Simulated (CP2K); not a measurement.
# SnO (P4/nmm) in CP2K: further runs, part 2 of 2

CP2K 2026.2. The steps go on from the part before.

## (3) Band structure, PBE (strain_c = -0.02)

File sno_bands.inp:

```
&GLOBAL
  PROJECT sno_bands
  RUN_TYPE ENERGY_FORCE
  PRINT_LEVEL LOW
&END GLOBAL
&FORCE_EVAL
  METHOD QS
  STRESS_TENSOR ANALYTICAL
  &DFT
    BASIS_SET_FILE_NAME BASIS_MOLOPT_UZH
    POTENTIAL_FILE_NAME POTENTIAL_UZH
    &MGRID
      CUTOFF 600
      REL_CUTOFF 60
      NGRIDS 5
    &END MGRID
    &QS
      METHOD GPW
      EPS_DEFAULT 1.0E-9
    &END QS
    &KPOINTS
      SCHEME MONKHORST-PACK 7 7 6
      GAMMA_CENTERED T
      SYMMETRY T
      SYMMETRY_BACKEND SPGLIB
    &END KPOINTS
    &SCF
      SCF_GUESS ATOMIC
      EPS_SCF 1.0E-6
      MAX_SCF 100
      ADDED_MOS 14
      CHOLESKY OFF
      EPS_EIGVAL 1.0E-7
      &DIAGONALIZATION ON
        ALGORITHM STANDARD
      &END DIAGONALIZATION
      &MIXING ON
        METHOD BROYDEN_MIXING
        ALPHA 0.4
        BETA 1.5
        NBUFFER 8
      &END MIXING
      &SMEAR ON
        METHOD FERMI_DIRAC
        ELECTRONIC_TEMPERATURE [K] 580.226
      &END SMEAR
    &END SCF
    &XC
      &XC_FUNCTIONAL
        &GGA_X_PBE
        &END GGA_X_PBE
        &GGA_C_PBE
        &END GGA_C_PBE
      &END XC_FUNCTIONAL
    &END XC
    &PRINT
      &KPOINTS ON
      &END KPOINTS
      &MULLIKEN ON
      &END MULLIKEN
      &MO ON
        ENERGIES T
        OCCUPATION_NUMBERS T
        &EACH
          QS_SCF 0
        &END EACH
        ADD_LAST NUMERIC
      &END MO
      &BAND_STRUCTURE
        FILE_NAME bands.bs
        ADDED_MOS 2
        &KPOINT_SET
          UNITS B_VECTOR
          NPOINTS 6
          SPECIAL_POINT GAMMA 0.00000000 0.00000000 0.00000000
          SPECIAL_POINT X 0.00000000 0.50000000 0.00000000
          SPECIAL_POINT M 0.50000000 0.50000000 0.00000000
          SPECIAL_POINT GAMMA 0.00000000 0.00000000 0.00000000
          SPECIAL_POINT Z 0.00000000 0.00000000 0.50000000
          SPECIAL_POINT R 0.00000000 0.50000000 0.50000000
          SPECIAL_POINT A 0.50000000 0.50000000 0.50000000
          SPECIAL_POINT Z 0.00000000 0.00000000 0.50000000
        &END KPOINT_SET
        &KPOINT_SET
          UNITS B_VECTOR
          NPOINTS 6
          SPECIAL_POINT X 0.00000000 0.50000000 0.00000000
          SPECIAL_POINT R 0.00000000 0.50000000 0.50000000
        &END KPOINT_SET
        &KPOINT_SET
          UNITS B_VECTOR
          NPOINTS 6
          SPECIAL_POINT M 0.50000000 0.50000000 0.00000000
          SPECIAL_POINT A 0.50000000 0.50000000 0.50000000
        &END KPOINT_SET
      &END BAND_STRUCTURE
    &END PRINT
  &END DFT
  &SUBSYS
    &CELL
      ABC 3.8136952200 3.8136952200 4.7891750340
      ALPHA_BETA_GAMMA 90.0000000000 90.0000000000 90.0000000000
      PERIODIC XYZ
    &END CELL
    &COORD
      SCALED
      Sn  0.5000000000 0.0000000000 0.7646261400
      Sn  0.0000000000 0.5000000000 0.2353738600
      O   0.0000000000 0.0000000000 0.0000000000
      O   0.5000000000 0.5000000000 0.0000000000
    &END COORD
    &KIND Sn
      BASIS_SET TZVP-MOLOPT-PBE-GTH-q4
      POTENTIAL GTH-PBE-q4
    &END KIND
    &KIND O
      BASIS_SET TZVP-MOLOPT-PBE-GTH-q6
      POTENTIAL GTH-PBE-q6
    &END KIND
    &PRINT
      &ATOMIC_COORDINATES ON
      &END ATOMIC_COORDINATES
      &CELL ON
      &END CELL
      &SYMMETRY ON
      &END SYMMETRY
    &END PRINT
  &END SUBSYS
  &PRINT
    &FORCES ON
    &END FORCES
    &STRESS_TENSOR ON
    &END STRESS_TENSOR
  &END PRINT
&END FORCE_EVAL
```

Potentials or basis: POTENTIAL_UZH Sn GTH-PBE-q4, O GTH-PBE-q6; TZVP-MOLOPT-PBE-GTH basis.

On the command line:

```
$ OMP_NUM_THREADS=1 cp2k.psmp -i sno_bands.inp -o sno_bands.out
```

sno_bands.out:

```text

 CP2K| version string:                                       CP2K version 2026.2
 CP2K| Input file name                                             sno_bands.inp

 GLOBAL| Force Environment number                                              1
 GLOBAL| Basis set file name                                    BASIS_MOLOPT_UZH
 GLOBAL| Potential file name                                       POTENTIAL_UZH
 GLOBAL| MM Potential file name                                     MM_POTENTIAL
 GLOBAL| Coordinate file name                                      __STD_INPUT__
 GLOBAL| Method name                                                        CP2K
 GLOBAL| Project name                                                  sno_bands
 GLOBAL| Run type                                                   ENERGY_FORCE
 GLOBAL| FFT library                                                       FFTW3
 GLOBAL| Diagonalization library                                       ScaLAPACK
 GLOBAL| Cholesky decomposition library                                ScaLAPACK
 GLOBAL| DGEMM library                                                      BLAS
 GLOBAL| Direct generalized diagonalization requested                          F
[... 655 lines left out ...]
 KPOINTS| Special point     1           M     0.500000     0.500000     0.000000
 KPOINTS| Special point     2           A     0.500000     0.500000     0.500000

 ENERGY| Total FORCE_EVAL ( QS ) energy [hartree]            -39.078531226257354

 FORCES| Atomic forces [hartree/bohr]
 FORCES|   Atom     x               y               z               |f|
 FORCES|      1 -8.19469132E-11 -8.26371850E-11 -2.41045234E-02   2.41045234E-02
 FORCES|      2 -4.94194255E-11 -4.96551469E-11  2.41045256E-02   2.41045256E-02
 FORCES|      3  2.65500069E-09  2.31850446E-09  9.01040709E-09   9.67532571E-09
 FORCES|      4  2.31803906E-09  2.65559550E-09 -7.56170241E-09   8.34295127E-09
 FORCES| Sum     4.84167342E-09  4.84180763E-09  3.73379097E-09
 FORCES| Total atomic force                                       7.79910877E-09

 STRESS| Analytical stress tensor [bar]
 STRESS|                        x                   y                   z
 STRESS|      x        8.84419418655E+04   1.02199292206E-03   1.13199486911E-03
 STRESS|      y        1.02199292206E-03   8.84419977138E+04   1.13298349677E-03
 STRESS|      z        1.13199486911E-03   1.13298349677E-03   7.91896785738E+04
 STRESS| 1/3 Trace                                             8.53578727177E+04
 STRESS| Determinant                                           6.19420241995E+14

 STRESS| Eigenvectors and eigenvalues of the analytical stress tensor [bar]
 STRESS|                        1                   2                   3
 STRESS| Eigenvalues   7.91896785738E+04   8.84419418468E+04   8.84419977324E+04
 STRESS|      x          -0.000000122348      0.999832718780      0.018290283113
 STRESS|      y          -0.000000122454     -0.018290283113      0.999832718780
 STRESS|      z           1.000000000000      0.000000120088      0.000000124671
```

Run time: 18 s. Hardware: 1 thread of Arm Neoverse V2, shared host; peak memory 0.36 GiB.

Results:

```yaml
Free_energy: -1063.3809 eV
Pressure: 8.5 GPa
Largest_force: 1.240 eV/Å
Band_gap_on_the_k_mesh: 0.39 eV, indirect (least direct gap 1.97 eV)
Band_gap_along_the_path: 0.13 eV, indirect (least direct gap 1.96 eV)
Mulliken_charges: Sn +1.22; O -1.22 e
```

Forces in eV/Å, atoms in the order of the input:
```
Sn   0.000  0.000 -1.240
Sn   0.000  0.000  1.240
O    0.000  0.000  0.000
O    0.000  0.000  0.000
```

Stress tensor (GPa, compression positive):
```
8.84 0.00 0.00
0.00 8.84 0.00
0.00 0.00 7.92
```

Levels at the corners of the path, in eV from the valence-band top:
```tsv
point	band 7	band 8	band 9	band 10	band 11	band 12	band 13	band 14
Γ	-3.57	-3.31	-3.31	-0.02	2.06	4.40	4.89	4.89
X	-5.04	-5.04	-2.68	-2.68	3.31	3.31	6.06	6.06
M	-2.60	-2.60	-1.82	-1.82	0.13	0.13	4.99	4.99
Γ	-3.57	-3.31	-3.31	-0.02	2.06	4.40	4.89	4.89
Z	-3.32	-3.32	-3.09	-2.11	1.58	3.05	3.05	3.64
R	-5.00	-5.00	-1.68	-1.68	2.70	2.70	5.59	5.59
A	-2.69	-2.69	-2.60	-2.60	2.49	2.49	4.17	4.17
Z	-3.32	-3.32	-3.09	-2.11	1.58	3.05	3.05	3.64
X	-5.04	-5.04	-2.68	-2.68	3.31	3.31	6.06	6.06
R	-5.00	-5.00	-1.68	-1.68	2.70	2.70	5.59	5.59
M	-2.60	-2.60	-1.82	-1.82	0.13	0.13	4.99	4.99
A	-2.69	-2.69	-2.60	-2.60	2.49	2.49	4.17	4.17
```

Caveat: Mulliken charges move with the basis; spin-orbit coupling is left out, which moves the levels of the heavy elements; the mesh misses the band edges, which the band path finds closer together; the basis of atomic orbitals isn't converged, which shifts pressures, moduli and gaps; forces of over 1 eV/Å show positions far from the minimum, so gaps and moduli don't describe the material at rest.
